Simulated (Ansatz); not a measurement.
## MoSi2N4 bilayer (AA') in a perpendicular field

What dipole does a perpendicular field induce in the MoSi2N4 bilayer (AA'), and does the gap follow? A positive field points along +c.

Method: plane-wave DFT, LDA, Ansatz PAW (set soft_1); PAW set soft_1, in Ansatz 0.2.0.

This is a report of a sequence of runs, with most program output left out.

### 1. The starting structure

The cell holds 14 atoms: 8 N, 4 Si and 2 Mo. Cell: a = 2.920 Å, b = 2.920 Å, c = 64.824 Å, α = 90.0°, β = 90.0°, γ = 120.0°. Regions: layer 1: MoSi2N4, 7 atoms (4 N, 2 Si and 1 Mo); layer 2: MoSi2N4, 7 atoms (4 N, 2 Si and 1 Mo). Vacuum lies along c.

Structure file:

```xyz
14
Lattice="2.9200 0.0000 0.0000 -1.4600 2.5288 0.0000 0.0000 0.0000 64.8236" Properties=species:S:1:pos:R:3
N     0.0000    0.0000   23.9500
Si    0.0000    1.6859   24.4194
N     0.0000    1.6859   26.1694
Mo    0.0000    0.0000   27.3809
N     0.0000    1.6859   28.5924
Si    0.0000    1.6859   30.3424
N     0.0000    0.0000   30.8118
N     0.0000    1.6859   34.0118
Si    0.0000    0.0000   34.4812
N     0.0000    0.0000   36.2312
Mo    0.0000    1.6859   37.4427
N     0.0000    0.0000   38.6541
Si    0.0000    0.0000   40.4041
N     0.0000    1.6859   40.8736
```

### 2. Relaxation

The starting cell is a guess, so the in-plane lattice and the atoms are relaxed first, with the slab cut off from its images along the normal.

File input.yaml:

```yaml
crystal:
  lattice:
    - [2.92, 0.0, 0.0]
    - [-1.46, 2.5287941791, 0.0]
    - [0.0, 0.0, 64.8235812323]
  atoms:
    - { symbol: "N", position: [0.0, 0.0, 0.3694643144] }
    - { symbol: Si, position: [0.3333333333, 0.6666666667, 0.3767060045] }
    - { symbol: "N", position: [0.3333333333, 0.6666666667, 0.4037023531] }
    - { symbol: Mo, position: [0.0, 0.0, 0.4223909692] }
    - { symbol: "N", position: [0.3333333333, 0.6666666667, 0.4410795854] }
    - { symbol: Si, position: [0.3333333333, 0.6666666667, 0.4680759341] }
    - { symbol: "N", position: [0.0, 0.0, 0.4753176241] }
    - { symbol: "N", position: [0.3333333333, 0.6666666667, 0.5246823759] }
    - { symbol: Si, position: [0.0, 0.0, 0.5319240659] }
    - { symbol: "N", position: [0.0, 0.0, 0.5589204146] }
    - { symbol: Mo, position: [0.3333333333, 0.6666666667, 0.5776090308] }
    - { symbol: "N", position: [0.0, 0.0, 0.5962976469] }
    - { symbol: Si, position: [0.0, 0.0, 0.6232939955] }
    - { symbol: "N", position: [0.3333333333, 0.6666666667, 0.6305356856] }
  periodic: [true, true, false]
kpoints:
  mp_grid: { grid: [12, 12, 1] }
hamiltonian:
  xc: lda
  pseudopotentials: { kind: paw, azcp: { folder: soft_1 }, xc_functional: pbe }
scf:
  occupations: { method: fermi_dirac, width: 0.05 }
  convergence: { dr2_threshold: 1.0e-09 }
relax:
  f_tol: 0.004
  max_steps: 90
  cell: {}
output:
  write_potential: true
  write_density: true
  volumetric_format: npy
```

Started as:

```sh
ansatz run input.yaml --threads 4 --pin off --max-ram 6144MiB --backend cpu --events-out ev --progress --plain --runs-dir out
```

Run time: 3.2 min. Hardware: 4 threads of Arm Neoverse N1, shared host; peak memory 1.2 GiB; 12 min of CPU time.

The steps of the relaxation:

```
step  energy less that of the first step (eV)  largest force component (eV/Å)  volume (Å³)
   1                                   0.0000                          0.4594       478.66
   2                                  -0.2429                          0.2160       462.91
   3                                  -0.2628                          0.1034       462.09
   4                                  -0.2653                          0.0431       461.47
   5                                  -0.2655                          0.0099       461.44
   6                                  -0.2655                          0.0009       461.45
  7*                                  -0.2562                          0.0009       461.45
   8                                  -0.2563                          0.0008       461.28
  9*                                  -0.2563                          0.0008       461.28
```

Relaxation steps marked * repeat the geometry before them on a plane-wave basis chosen anew for their cell, so energy and pressure can jump there.

The run keeps the 12 symmetry operations that it works with, so distortions that break them were not tested.

```
cell as run  before  after  change
      a (Å)   2.920  2.866  -1.8 %
      b (Å)   2.920  2.866  -1.8 %
```

The atoms that moved most (Å, along periodic axes as changes of fractional coordinates times the final cell, across vacuum about the mean position):

```
atom     dx     dy      dz  length
  N8  0.000  0.000  -0.159   0.159
  N7  0.000  0.000   0.159   0.159
 N10  0.000  0.000  -0.132   0.132
  N5  0.000  0.000   0.132   0.132
 Si6  0.000  0.000   0.122   0.122
 Si9  0.000  0.000  -0.122   0.122
Mo11  0.000  0.000  -0.104   0.104
 Mo4  0.000  0.000   0.104   0.104
```

The relaxed structure:

```xyz
14
Lattice="2.8665 0.0000 0.0000 -1.4332 2.4825 0.0000 0.0000 0.0000 64.8236" Properties=species:S:1:pos:R:3
N     0.0000    0.0000   23.9958
Si    0.0000    1.6550   24.5051
N     0.0000    1.6550   26.2459
Mo    0.0000    0.0000   27.4849
N     0.0000    1.6550   28.7241
Si    0.0000    1.6550   30.4648
N     0.0000    0.0000   30.9712
N     0.0000    1.6550   33.8524
Si    0.0000    0.0000   34.3588
N     0.0000    0.0000   36.0995
Mo    0.0000    1.6550   37.3387
N     0.0000    0.0000   38.5777
Si    0.0000    0.0000   40.3184
N     0.0000    1.6550   40.8278
```

Numbers from this step:

* gap on the k-mesh: 1.972 eV

The lattice constant a goes from 2.920 to 2.866 Å.

### 3. Atoms held, field 0

A sawtooth potential applies the field, turning back in the middle of the vacuum. With the dipole correction the typed value is the field outside the slab. The induced dipole is small, so the SCF threshold is tight.

The cell differs from the one that the last finished run ended in (c 64.824 → 34.832 Å).

File input.yaml:

```yaml
crystal:
  lattice:
    - [2.8664988718, 0.0, 0.0]
    - [-1.4332494359, 2.4824608429, 0.0]
    - [0.0, 0.0, 34.831976921]
  atoms:
    - { symbol: "N", position: [0.0, 0.0, 0.2583832672] }
    - { symbol: Si, position: [0.3333333333, 0.6666666667, 0.2730061757] }
    - { symbol: "N", position: [0.3333333333, 0.6666666667, 0.3229817289] }
    - { symbol: Mo, position: [0.0, 0.0, 0.3585530235] }
    - { symbol: "N", position: [0.3333333333, 0.6666666667, 0.394129253] }
    - { symbol: Si, position: [0.3333333333, 0.6666666667, 0.4441024148] }
    - { symbol: "N", position: [0.0, 0.0, 0.4586419202] }
    - { symbol: "N", position: [0.3333333333, 0.6666666667, 0.5413580798] }
    - { symbol: Si, position: [0.0, 0.0, 0.5558975852] }
    - { symbol: "N", position: [0.0, 0.0, 0.605870747] }
    - { symbol: Mo, position: [0.3333333333, 0.6666666667, 0.6414469765] }
    - { symbol: "N", position: [0.0, 0.0, 0.6770182711] }
    - { symbol: Si, position: [0.0, 0.0, 0.7269938243] }
    - { symbol: "N", position: [0.3333333333, 0.6666666667, 0.7416167328] }
kpoints:
  mp_grid: { grid: [18, 18, 1] }
  band_path:
    path: [[0, 0, 0], [0.5, 0, 0], [0.33333333, 0.33333333, 0], [0, 0, 0]]
    npoints: 16
hamiltonian:
  xc: lda
  pseudopotentials: { kind: paw, azcp: { folder: soft_1 }, xc_functional: pbe }
scf:
  occupations: { method: fermi_dirac, width: 0.02585 }
  convergence: { dr2_threshold: 1.0e-10 }
efield:
  axis: 3
  dipole_correction: true
  ramp_position: 0.97
  ramp_width: 0.06
  amplitude: 0
output:
  dos: { projected: true, e_range: [-6, 5] }
  bader: true
  write_potential: true
  write_density: true
  volumetric_format: npy
  elf: true
```

Elapsed: 1.8 min, on 4 threads; peak memory 0.94 GiB.

Numbers from this step:

```
dipole along the normal            : 5.92e-6 e·Å
gap along the path                 : 1.972 eV
smallest direct gap along the path : 2.456 eV
ionisation energy, upper face      : 5.660 eV
electron affinity, upper face      : 3.689 eV
gap, the smaller of path and mesh  : 1.972 eV
```

Running mean over a fixed 2.8 Å (it still follows the layers) of the planar mean; the ramp of the sawtooth is left out. Electron's electrostatic potential energy less the Fermi level against z:

```
z (Å)  electron's electrostatic potential energy less the Fermi level (eV)
    4                                                                 4.68
    5                                                                 4.68
    6                                                                 4.66
    7                                                                 4.11
    8                                                                -2.37
    9                                                                -8.01
   10                                                                -10.1
   11                                                                -9.52
   12                                                                -13.3
   13                                                                -13.3
   14                                                                -9.47
   15                                                                -10.1
   16                                                                -7.98
   17                                                                -3.13
   18                                                                -4.04
   19                                                                -8.32
   20                                                                -10.1
   21                                                                -10.0
   22                                                                -13.7
   23                                                                -12.8
   24                                                                -9.14
   25                                                                -9.83
   26                                                                -7.52
   27                                                               -0.917
   28                                                                 4.37
   29                                                                 4.67
   30                                                                 4.68
   31                                                                 4.68
```

The density of states has structure finer than the step of the table below, so its rows give means over 0.25 eV, whole bins alone (the curve runs from -6 to 2.99 eV). Peaks (eV: height): -3.490: 12.4, -3.220: 17.0, 1.660: 23.7, 1.910: 14.2, 2.110: 12.3, 2.330: 16.6, 2.550: 13.4.

Density of states against energy, zero at the Fermi level of the run, which the smearing sets inside the gap; means over each step:

energy (eV), density of states (states/eV a cell) and a bar:
```
    -5.75        6.0 ###############
    -5.50        4.8 ############
    -5.25        5.3 ##############
    -5.00        5.4 ##############
    -4.75        7.5 ###################
    -4.50        8.4 ######################
    -4.25        6.8 #################
    -4.00        7.7 ####################
    -3.75        6.8 ##################
    -3.50        9.5 ########################
    -3.25       10.9 ############################
    -3.00        5.4 ##############
    -2.75        1.7 ####
    -2.50        1.2 ###
    -2.25        3.7 ##########
    -2.00        6.9 ##################
    -1.75        2.9 #######
    -1.50        1.4 ####
    -1.25        0.8 ##
    -1.00        0.3 #
    -0.75        0.0 
    -0.50        0.0 
    -0.25        0.0 
     0.00        0.0 
     0.25        0.0 
     0.50        0.0 
     0.75        0.0 
     1.00        0.2 #
     1.25        0.8 ##
     1.50        4.0 ##########
     1.75       11.6 ##############################
     2.00        7.6 ####################
     2.25       11.2 #############################
     2.50       11.5 ##############################
     2.75        2.3 ######
```

Projected DOS per atom over height of the atomic layer and energy from the Fermi level. Layers: N Si N Mo N Si N N Si N Mo N Si N from below.

Ten even steps from '0' (0.00 states/eV) to '9' (2.78 states/eV), each cell a mean:
```
00020000002000
12191211219121
00161000016100
01171100117110
00000000000000
00000000000000
00000000000000
00000000000000
00000000000000
00000000000000
00000000000000
00030000003000
00080000008000
00000000000000
10102011020101
40414033041404
20323022032302
20322011022302
20323022032302
10112022021101
10111011011101
20121022012102
```
Columns: height of the atomic layer (Å) from 9 to 25.8 (not evenly spaced); rows upwards: energy from the Fermi level (eV) from -5.96 to 2.95.

The electronic bands at the labelled points (eV, zero at the Fermi level of the run, which the smearing sets inside the gap):

```
  point  band 39  band 40  band 41  band 42  band 43  band 44  band 45  band 46
      Γ    -3.47    -3.03    -1.07    -0.98     1.98     1.98     1.98     1.98
halfway    -3.46    -3.20    -2.03    -2.02     1.68     1.77     1.88     1.88
      M    -2.89    -2.88    -2.04    -2.01     1.42     1.46     1.78     1.84
halfway    -2.93    -2.78    -1.83    -1.81     1.67     1.67     2.42     2.45
      K    -2.42    -2.42    -1.47    -1.46     1.00     1.00     2.19     2.29
halfway    -3.43    -3.29    -2.20    -2.18     1.60     1.61     2.23     2.25
      Γ    -3.47    -3.03    -1.07    -0.98     1.98     1.98     1.98     1.98
```

Electrostatic potential energy in the ca plane at fractional y = 0.667, with atoms of Si and N and Mo within 0.2 Å of it. With pseudopotentials it is smooth inside the atoms' cores, unlike the true potential.

Values in eV, 5 rows by 16 columns, each cell a mean:
```
 10  10  10  10  10  10  10   5   2   6   1 -20   2   6   1   6
 10  10  10  10  10  10  10   4  -6   4   1 -10   2   3  -7   5
 10  10  10  10  10  10   9  -7 -28 -15 -21   1 -24 -15 -28  -3
 10  10  10  10  10  10   9 -10 -21 -21 -27   2 -31 -21 -21  -6
 10  10  10  10  10  10   9   1 -17   0  -3  -5  -4  -1 -17   3
```
Columns run along c (16.0 Å, from fractional 0.04 to 0.50 of the cell; values clipped at the 3rd and 97th percentile), rows up along a (2.9 Å). Atoms in or near the plane, at fractional coordinates: Si at (0.27, 0.33), N at (0.32, 0.33), N at (0.39, 0.33), Si at (0.44, 0.33).

ELF in the ca plane at fractional y = 0.667, with atoms of Si and N and Mo within 0.2 Å of it. It is the smooth field of the valence electrons, not physical close to the nuclei.

Ten even steps from '0' (0.00) to '9' (0.86), each cell a mean:
```
00000000001467886311221453122114788741012443
00000000001467886211211453121114788741012343
00000000001257886335663232466424787630046887
00000000000124653478887314888863455410289889
00000000000012222599448426836993322200499448
00000000000012223599348426725994322200499438
00000000000124542489887314888973355310389889
00000000000246886335773222577534787520147898
```
Columns run along c (16.0 Å, from fractional 0.11 to 0.57 of the cell), rows up along a (2.9 Å). Atoms in or near the plane, at fractional coordinates: Si at (0.27, 0.33), N at (0.32, 0.33), N at (0.39, 0.33), Si at (0.44, 0.33), N at (0.54, 0.33).

Valence density in the ca plane at fractional y = 0.667, with atoms of Si and N and Mo within 0.2 Å of it. It is the smooth field of the valence electrons, not physical close to the nuclei.

Ten steps, logarithmic in the rise over the least value, from '0' (0.0 e/Å³) to '9' (3.4 e/Å³), each cell a mean:
```
00000000000000000013566543344577754433456653
00000000000000000013566543344577754333456653
00000000000000000013466544556666666554456643
00000000000000000012455556788765678876555542
00000000000000000012344357899865689987534432
00000000000000000012344357899865689987534432
00000000000000000012455456788765678876555542
00000000000000000013466544566666666654456643
```
Columns run along c (16.0 Å, from fractional 0.04 to 0.50 of the cell), rows up along a (2.9 Å). Atoms in or near the plane, at fractional coordinates: Si at (0.27, 0.33), N at (0.32, 0.33), N at (0.39, 0.33), Si at (0.44, 0.33).

The gap is 1.97 eV, with the valence edge 5.66 eV and the conduction edge 3.69 eV under the upper vacuum level.

### 4. Atoms held, field 0.05 V/Å

input.yaml, as its differences from that of step 3:

```diff
@@ -36,6 +36,4 @@
   ramp_width: 0.06
-  amplitude: 0
+  amplitude: 0.05
 output:
-  dos: { projected: true, e_range: [-6, 5] }
-  bader: true
   write_potential: true
@@ -43,2 +41 @@
   volumetric_format: npy
-  elf: true
```

The job ended after 64 s (4 threads; peak memory 0.88 GiB; 4.2 min of CPU time).

The dipole is 0.0306 e·Å, and the gap 1.896 eV.

### 5. Atoms held, field -0.05 V/Å

input.yaml, as its differences from that of step 4:

```diff
@@ -36,3 +36,3 @@
   ramp_width: 0.06
-  amplitude: 0.05
+  amplitude: -0.05
 output:
```

Wall time 64 s (4 threads); peak memory 0.88 GiB; 4.2 min of CPU time.

The dipole is -0.0306 e·Å, and the gap 1.896 eV.

### 6. Atoms held, field 0.1 V/Å

input.yaml, as its differences from that of step 5:

```diff
@@ -34,5 +34,5 @@
   dipole_correction: true
-  ramp_position: 0.97
-  ramp_width: 0.06
-  amplitude: -0.05
+  ramp_position: 0.9544
+  ramp_width: 0.0913
+  amplitude: 0.1
 output:
```

Run time: 65 s. Hardware: 4 threads; peak memory 0.87 GiB.

The dipole is 0.0612 e·Å, and the gap 1.800 eV.

### 7. Atoms held, field 0.2 V/Å

input.yaml, as its differences from that of step 6:

```diff
@@ -36,3 +36,3 @@
   ramp_width: 0.0913
-  amplitude: 0.1
+  amplitude: 0.2
 output:
```

The job ended after 67 s (4 threads; peak memory 0.88 GiB; 4.4 min of CPU time).

The dipole is 0.122 e·Å, and the gap 1.597 eV.

### 8. Single point, field 0.3 V/Å

input.yaml, as its differences from that of step 7:

```diff
@@ -34,6 +34,8 @@
   dipole_correction: true
-  ramp_position: 0.9544
-  ramp_width: 0.0913
-  amplitude: 0.2
+  ramp_position: 0.9523
+  ramp_width: 0.0954
+  amplitude: 0.3
 output:
+  dos: { projected: true, e_range: [-6, 5] }
+  bader: true
   write_potential: true
@@ -41 +43,2 @@
   volumetric_format: npy
+  elf: true
```

It took 1.8 min on 4 threads; peak memory 0.93 GiB; 7.2 min of CPU time.

The dipole is 0.184 e·Å, and the gap 1.390 eV.

[end of part 1 of 2]

[Logs are printed without paths, hosts, clocks, repeated set-up lines and the standing remarks that a program may print on its own settings, such as how far it seeks lower states.]

[Hosts, paths, dates, database ids (printed as entryN), source tags and the programs' standing remarks are cut or masked in the printed files.]

[Maps of the electrostatic potential energy from Ansatz leave out the sawtooth potential of an applied field or a dipole correction, so their vacuum need not be flat; planar profiles and work functions include it.]

[The density of states shown here was stored with 400 of the rows of the run's finer table, so its peaks can read low, often by over a quarter, or be missed, and its means over a window can be off by a tenth or more.]
